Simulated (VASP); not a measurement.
# NaCl (Fm-3m) in VASP: further runs, part 2 of 3

VASP 6.6.1.

**4. Band structure, HSE06**

Contents of POSCAR:

```
NaCl                                    
1.0
   -0.0000000000      2.8482305685      2.8482305685
    2.8482305685      0.0000000000      2.8482305685
    2.8482305685      2.8482305685     -0.0000000000
  Na              Cl            
     1     1
Direct
     1.0000000000000000    0.0000000000000000    0.0000000000000000
     0.5000000000000000    0.5000000000000000    0.5000000000000000
```

Contents of INCAR.step1:

```
  PREC = Accurate
  ENCUT = 520
  EDIFF = 1E-5
  ISMEAR = 0
  SIGMA = 0.02
  LREAL = F
  LASPH = T
  NELM = 60
  ALGO = Normal
  ISIF = 2
  LWAVE = T
  LCHARG = F
  GGA = PE
  KPAR = 4
```

Contents of INCAR.step2:

```
  PREC = Accurate
  ENCUT = 520
  EDIFF = 1E-6
  ISMEAR = 0
  SIGMA = 0.02
  LREAL = F
  LASPH = T
  NELM = 60
  ALGO = Normal
  ISIF = 2
  LWAVE = F
  LCHARG = F
  GGA = PE
  LHFCALC = T
  HFSCREEN = 0.2
  PRECFOCK = Fast
  ISTART = 1
  KPAR = 4
```

Contents of KPOINTS:

```
Automatic mesh
0
Gamma
  6 6 6
```

Contents of KPOINTS_OPT:

```
path GXWKGLUWLK,UX
10
line-mode
reciprocal
 0.0000000000  0.0000000000  0.0000000000  G
 0.5000000000  0.0000000000  0.5000000000  X

 0.5000000000  0.0000000000  0.5000000000  X
 0.5000000000  0.2500000000  0.7500000000  W

 0.5000000000  0.2500000000  0.7500000000  W
 0.3750000000  0.3750000000  0.7500000000  K

 0.3750000000  0.3750000000  0.7500000000  K
 0.0000000000  0.0000000000  0.0000000000  G

 0.0000000000  0.0000000000  0.0000000000  G
 0.5000000000  0.5000000000  0.5000000000  L

 0.5000000000  0.5000000000  0.5000000000  L
 0.6250000000  0.2500000000  0.6250000000  U

 0.6250000000  0.2500000000  0.6250000000  U
 0.5000000000  0.2500000000  0.7500000000  W

 0.5000000000  0.2500000000  0.7500000000  W
 0.5000000000  0.5000000000  0.5000000000  L

 0.5000000000  0.5000000000  0.5000000000  L
 0.3750000000  0.3750000000  0.7500000000  K

 0.6250000000  0.2500000000  0.6250000000  U
 0.5000000000  0.0000000000  0.5000000000  X
```

Potentials or basis: VASP PAW PBE potentials, release 64 (Na_pv, Cl).

On the command line:

```console
> cat potpaw_PBE.64/Na_pv/POTCAR potpaw_PBE.64/Cl/POTCAR > POTCAR
> cp INCAR.step1 INCAR
> mpirun -np 4 vasp_std > vasp.out
> cp INCAR.step2 INCAR
> mpirun -np 4 vasp_std > vasp.out
```

OUTCAR:

```text
PREC = Accurate
   ENCUT = 520
   EDIFF = 1E-6
   ISMEAR = 0
   LREAL = F
   LASPH = T
   NELM = 60
   ISIF = 2
   GGA = PE
   LHFCALC = T
   HFSCREEN = 0.2
   PRECFOCK = Fast
   ISTART = 1

 ion  position               nearest neighbor table
   1  0.000  0.000  0.000-
   2  0.500  0.500  0.500-

  LATTYP: Found a face centered cubic cell.
 ALAT       =     5.6964611370

  Lattice vectors:

 A1 = (   0.0000000000,   2.8482305685,   2.8482305685)
 A2 = (   2.8482305685,   0.0000000000,   2.8482305685)
 A3 = (   2.8482305685,   2.8482305685,   0.0000000000)

Analysis of symmetry for initial positions (statically):
=====================================================================
 Subroutine PRICEL returns:
 Original cell was already a primitive cell.

 Routine SETGRP: Setting up the symmetry group for a
 face centered cubic supercell.

 Subroutine GETGRP returns: Found 48 space group operations
 (whereof 48 operations were pure point group operations)
 out of a pool of 48 trial point group operations.

The static configuration has the point symmetry O_h .

Analysis of symmetry for dynamics (positions and initial velocities):
=====================================================================
 Subroutine PRICEL returns:
 Original cell was already a primitive cell.

 Routine SETGRP: Setting up the symmetry group for a
 face centered cubic supercell.

 Subroutine GETGRP returns: Found 48 space group operations
 (whereof 48 operations were pure point group operations)
 out of a pool of 48 trial point group operations.

The dynamic configuration has the point symmetry O_h .

 Subroutine INISYM returns: Found 48 space group operations
 (whereof 48 operations are pure point group operations),
[... 116 lines left out ...]
   NKREDX  =     1    reduce k-point grid by
   NKREDY  =     1    reduce k-point grid by
   NKREDZ  =     1    reduce k-point grid by
   AEXX    =    0.2500 exact exchange contribution
   HFSCREEN=    0.2000 screening length (either q_TF or 0.3 A-1)
   HFSCREENC=   0.2000 screening length for correlation (either q_TF or 0.3 A-1)
   ENCUTFOCK=  -1.0 apply spherical cutoff to Coloumb kernel
   IVDW    =     0    specifies the selected vdW correction
   LEPSILON=     F    determine dielectric tensor
   LRPA    =     F    only Hartree local field effects (RPA)
 non-spin polarized calculation
 Gauss-broadening in eV      SIGMA  =   0.02
  energy-cutoff  :      520.00
  volume of cell :       46.21
 maximum number of plane-waves:      1267
 NGX is ok and might be reduce to    30
  NGX = 18; NGY = 18; NGZ = 18

 number of electron      13.9999992 magnetization

 Free energy of the ion-electron system (eV)
  ---------------------------------------------------
  ext. energy  EPLUGINS =         0.00000000
  ---------------------------------------------------
  free energy    TOTEN  =        -7.89376309 eV

  energy without entropy =       -7.89376309  energy(sigma->0) =       -7.89376309

 E-fermi :  -1.7961     XC(G=0):  -6.6857

 val. band max:       -1.9060953762   @ k =   0.0000   0.0000   0.0000
 cond. band min:       4.4682002403   @ k =   0.0000   0.0000   0.0000
 fundamental gap:      6.3742956165
 Fermi energy:        -1.7961316518

 k-point     1 :       0.0000    0.0000    0.0000
  band No.  band energies     occupation
      1     -24.8524      2.00000
      2     -24.8524      2.00000
      3     -24.8524      2.00000
      4     -15.6892      2.00000
      5      -1.9061      2.00000
      6      -1.9061      2.00000
      7      -1.9061      2.00000
      8       4.4682      0.00000
      9      10.6941      0.00000
     10      10.6941      0.00000
     11      10.6942      0.00000
[... 197 lines left out ...]
 k-point    16 :      -0.3333    0.5000    0.1667
  band No.  band energies     occupation
      1     -24.8663      2.00000
      2     -24.8615      2.00000
      3     -24.8601      2.00000
      4     -15.2920      2.00000
      5      -3.3683      2.00000
      6      -2.8328      2.00000
      7      -2.6268      2.00000
      8       7.8739      0.00000
      9       8.3583      0.00000
     10       9.9726      0.00000
     11      11.6128      0.00000

------------------------ aborting loop because EDIFF is reached ----------------------------------------

  FORCE on cell =-STRESS in cart. coord.  units (eV):
  Direction    XX          YY          ZZ          XY          YZ          ZX
  --------------------------------------------------------------------------------------
  -------------------------------------------------------------------------------------
  Total       -0.1486182     -0.1486182     -0.1486182     -0.0000000      0.0000000      0.0000000
  in kB       -5.1526089     -5.1526089     -5.1526089     -0.0000000      0.0000000      0.0000000
  external PRESSURE =      -5.1526089 kB  Pullay stress =       0.0000000 kB

 VOLUME and BASIS-vectors are now :
 -----------------------------------------------------------------------------
  energy-cutoff  :      520.00
  volume of cell :       46.21
      direct lattice vectors                 reciprocal lattice vectors
     0.000000000  2.848230569  2.848230569    -0.175547586  0.175547586  0.175547586
     2.848230569  0.000000000  2.848230569     0.175547586 -0.175547586  0.175547586
     2.848230569  2.848230569  0.000000000     0.175547586  0.175547586 -0.175547586

 POSITION                                       TOTAL-FORCE (eV/Angst)
 -----------------------------------------------------------------------------------
      0.00000      0.00000      0.00000        -0.000000     -0.000000      0.000000
      2.84823      2.84823      2.84823         0.000000      0.000000      0.000000
 -----------------------------------------------------------------------------------
    total drift:                               -0.000000     -0.000000     -0.000000

  FREE ENERGIE OF THE ION-ELECTRON SYSTEM (eV)
  ---------------------------------------------------
  free  energy   TOTEN  =        -7.8937630933 eV

  energy  without entropy=       -7.8937630933  energy(sigma->0) =       -7.89376309
```

Wall time 10 min (4 MPI ranks of AMD EPYC 9R14 (Zen 4), shared host); peak memory 0.32 GiB.

Results:

```yaml
Free_energy: -7.8938 eV
Pressure: -0.5 GPa
Band_gap_on_the_k_mesh: 6.37 eV, direct
Band_gap_along_the_path: 6.37 eV, direct
```

Levels at the corners of the path, in eV from the valence-band top:
```csv
point,band 5,band 6,band 7,band 8,band 9,band 10
Γ,0.00,0.00,0.00,6.37,12.60,12.60
X,-1.70,-0.61,-0.61,8.92,9.45,12.69
X,-1.70,-0.61,-0.61,8.92,9.45,12.69
W,-1.21,-1.21,-0.76,10.23,11.07,11.07
W,-1.21,-1.21,-0.76,10.23,11.07,11.07
K,-1.43,-1.13,-0.51,9.62,10.41,11.93
K,-1.43,-1.13,-0.51,9.62,10.41,11.93
Γ,0.00,0.00,0.00,6.37,12.60,12.60
Γ,0.00,0.00,0.00,6.37,12.60,12.60
L,-1.95,-0.27,-0.27,8.59,12.01,12.44
L,-1.95,-0.27,-0.27,8.59,12.01,12.44
U,-1.43,-1.13,-0.51,9.62,10.41,11.93
U,-1.43,-1.13,-0.51,9.62,10.41,11.93
W,-1.21,-1.21,-0.76,10.23,11.07,11.07
W,-1.21,-1.21,-0.76,10.23,11.07,11.07
L,-1.95,-0.27,-0.27,8.59,12.01,12.44
L,-1.95,-0.27,-0.27,8.59,12.01,12.44
K,-1.43,-1.13,-0.51,9.62,10.41,11.93
U,-1.43,-1.13,-0.51,9.62,10.41,11.93
X,-1.70,-0.61,-0.61,8.92,9.45,12.69
```

Caveat: the PAW data sets were made with another functional, which shifts forces and pressure a little.

**5. Band structure, r2SCAN**

Contents of INCAR:

```
  PREC = Accurate
  ENCUT = 520
  EDIFF = 1E-6
  ISMEAR = 0
  SIGMA = 0.02
  LREAL = F
  LASPH = T
  NELM = 60
  ALGO = Normal
  ISIF = 2
  LWAVE = F
  LCHARG = F
  METAGGA = R2SCAN
  LMIXTAU = T
  KPAR = 4
```

Contents of KPOINTS:

```
Automatic mesh
0
Gamma
  8 8 8
```

POSCAR is that of step 4.

KPOINTS_OPT, as its differences from that of step 4:

```diff
@@ -1,3 +1,3 @@
 path GXWKGLUWLK,UX
-10
+15
 line-mode
```

On the command line:

```console
> cat potpaw_PBE.64/Na_pv/POTCAR potpaw_PBE.64/Cl/POTCAR > POTCAR
> mpirun -np 4 vasp_std > vasp.out
```

Run time: 47 s. Hardware: 4 MPI ranks of AMD EPYC 9R14 (Zen 4), shared host; peak memory 0.16 GiB.

The run converged. Its results:

```yaml
Free_energy: -13.7793 eV
Pressure: -1.4 GPa
Band_gap_on_the_k_mesh: 5.80 eV, direct
Band_gap_along_the_path: 5.80 eV, direct
```

Levels at the corners of the path, in eV from the valence-band top:
| point | band 4 | band 5 | band 6 | band 7 | band 8 | band 9 | band 10 | band 11 |
| --- | --- | --- | --- | --- | --- | --- | --- | --- |
| Γ | -13.16 | 0.00 | 0.00 | 0.00 | 5.80 | 11.73 | 11.73 | 11.73 |
| X | -12.80 | -1.60 | -0.58 | -0.58 | 8.36 | 8.63 | 11.98 | 15.64 |
| X | -12.80 | -1.60 | -0.58 | -0.58 | 8.36 | 8.63 | 11.98 | 15.64 |
| W | -12.78 | -1.14 | -1.14 | -0.71 | 9.65 | 10.29 | 10.29 | 12.11 |
| W | -12.78 | -1.14 | -1.14 | -0.71 | 9.65 | 10.29 | 10.29 | 12.11 |
| K | -12.79 | -1.36 | -1.06 | -0.48 | 8.95 | 9.71 | 11.18 | 13.56 |
| K | -12.79 | -1.36 | -1.06 | -0.48 | 8.95 | 9.71 | 11.18 | 13.56 |
| Γ | -13.16 | 0.00 | 0.00 | 0.00 | 5.80 | 11.73 | 11.73 | 11.73 |
| Γ | -13.16 | 0.00 | 0.00 | 0.00 | 5.80 | 11.73 | 11.73 | 11.73 |
| L | -12.84 | -1.83 | -0.26 | -0.26 | 7.89 | 11.37 | 11.70 | 11.70 |
| L | -12.84 | -1.83 | -0.26 | -0.26 | 7.89 | 11.37 | 11.70 | 11.70 |
| U | -12.79 | -1.36 | -1.06 | -0.48 | 8.95 | 9.71 | 11.18 | 13.56 |
| U | -12.79 | -1.36 | -1.06 | -0.48 | 8.95 | 9.71 | 11.18 | 13.56 |
| W | -12.78 | -1.14 | -1.14 | -0.71 | 9.65 | 10.29 | 10.29 | 12.11 |
| W | -12.78 | -1.14 | -1.14 | -0.71 | 9.65 | 10.29 | 10.29 | 12.11 |
| L | -12.84 | -1.83 | -0.26 | -0.26 | 7.89 | 11.37 | 11.70 | 11.70 |
| L | -12.84 | -1.83 | -0.26 | -0.26 | 7.89 | 11.37 | 11.70 | 11.70 |
| K | -12.79 | -1.36 | -1.06 | -0.48 | 8.95 | 9.71 | 11.18 | 13.56 |
| U | -12.79 | -1.36 | -1.06 | -0.48 | 8.95 | 9.71 | 11.18 | 13.56 |
| X | -12.80 | -1.60 | -0.58 | -0.58 | 8.36 | 8.63 | 11.98 | 15.64 |

Caveat: the PAW data sets were made with another functional, which shifts forces and pressure a little. r2SCAN opens gaps a little over a GGA but as a rule still falls short of measured ones.

**6. Band structure, PBE0**

POSCAR is that of step 5.

INCAR.step1 is that of step 4.

INCAR.step2, as its differences from that of step 4:

```diff
@@ -14,5 +14,6 @@
   LHFCALC = T
-  HFSCREEN = 0.2
+  AEXX = 0.25
   PRECFOCK = Fast
   ISTART = 1
+  HFRCUT = -1
   KPAR = 4
```

Contents of KPOINTS:

```
Automatic mesh
0
Gamma
  6 6 6
```

KPOINTS_OPT, as its differences from that of step 5:

```diff
@@ -1,3 +1,3 @@
 path GXWKGLUWLK,UX
-15
+10
 line-mode
```

Potentials or basis: VASP PAW PBE potentials, release 64 (Na_pv, Cl).

On the command line:

```console
> cat potpaw_PBE.64/Na_pv/POTCAR potpaw_PBE.64/Cl/POTCAR > POTCAR
> cp INCAR.step1 INCAR
> mpirun -np 4 vasp_std > vasp.out
> cp INCAR.step2 INCAR
> mpirun -np 4 vasp_std > vasp.out
```

Run time: 9.8 min. Hardware: 4 MPI ranks of AMD EPYC 9R14 (Zen 4), shared host; peak memory 0.23 GiB.

Results (log left out):

```yaml
Free_energy: -8.3932 eV
Pressure: -0.6 GPa
Band_gap_on_the_k_mesh: 7.08 eV, direct
Band_gap_along_the_path: 7.08 eV, direct
```

Levels at the corners of the path, in eV from the valence-band top:
| point | band 4 | band 5 | band 6 | band 7 | band 8 | band 9 | band 10 | band 11 |
| --- | --- | --- | --- | --- | --- | --- | --- | --- |
| Γ | -13.82 | 0.00 | 0.00 | 0.00 | 7.08 | 13.34 | 13.34 | 13.34 |
| X | -13.43 | -1.72 | -0.62 | -0.62 | 9.65 | 10.16 | 13.41 | 16.96 |
| X | -13.43 | -1.72 | -0.62 | -0.62 | 9.65 | 10.16 | 13.41 | 16.96 |
| W | -13.41 | -1.23 | -1.23 | -0.77 | 10.97 | 11.80 | 11.80 | 13.52 |
| W | -13.41 | -1.23 | -1.23 | -0.77 | 10.97 | 11.80 | 11.80 | 13.52 |
| K | -13.42 | -1.46 | -1.14 | -0.52 | 10.35 | 11.14 | 12.66 | 15.04 |
| K | -13.42 | -1.46 | -1.14 | -0.52 | 10.35 | 11.14 | 12.66 | 15.06 |
| Γ | -13.82 | 0.00 | 0.00 | 0.00 | 7.08 | 13.34 | 13.34 | 13.34 |
| Γ | -13.82 | 0.00 | 0.00 | 0.00 | 7.08 | 13.34 | 13.34 | 13.34 |
| L | -13.48 | -1.98 | -0.27 | -0.27 | 9.29 | 12.75 | 13.18 | 13.18 |
| L | -13.48 | -1.98 | -0.27 | -0.27 | 9.29 | 12.75 | 13.18 | 13.18 |
| U | -13.42 | -1.46 | -1.14 | -0.52 | 10.35 | 11.14 | 12.66 | 15.04 |
| U | -13.42 | -1.46 | -1.14 | -0.52 | 10.35 | 11.14 | 12.66 | 15.04 |
| W | -13.41 | -1.23 | -1.23 | -0.77 | 10.97 | 11.80 | 11.80 | 13.52 |
| W | -13.41 | -1.23 | -1.23 | -0.77 | 10.97 | 11.80 | 11.80 | 13.52 |
| L | -13.48 | -1.98 | -0.27 | -0.27 | 9.29 | 12.75 | 13.18 | 13.18 |
| L | -13.48 | -1.98 | -0.27 | -0.27 | 9.29 | 12.75 | 13.18 | 13.18 |
| K | -13.42 | -1.46 | -1.14 | -0.52 | 10.35 | 11.14 | 12.66 | 15.04 |
| U | -13.42 | -1.46 | -1.14 | -0.52 | 10.35 | 11.14 | 12.66 | 15.04 |
| X | -13.43 | -1.72 | -0.62 | -0.62 | 9.65 | 10.16 | 13.41 | 16.96 |

Caveat: the PAW data sets were made with another functional, which shifts forces and pressure a little.

(Part 2 of 3 ends here.)
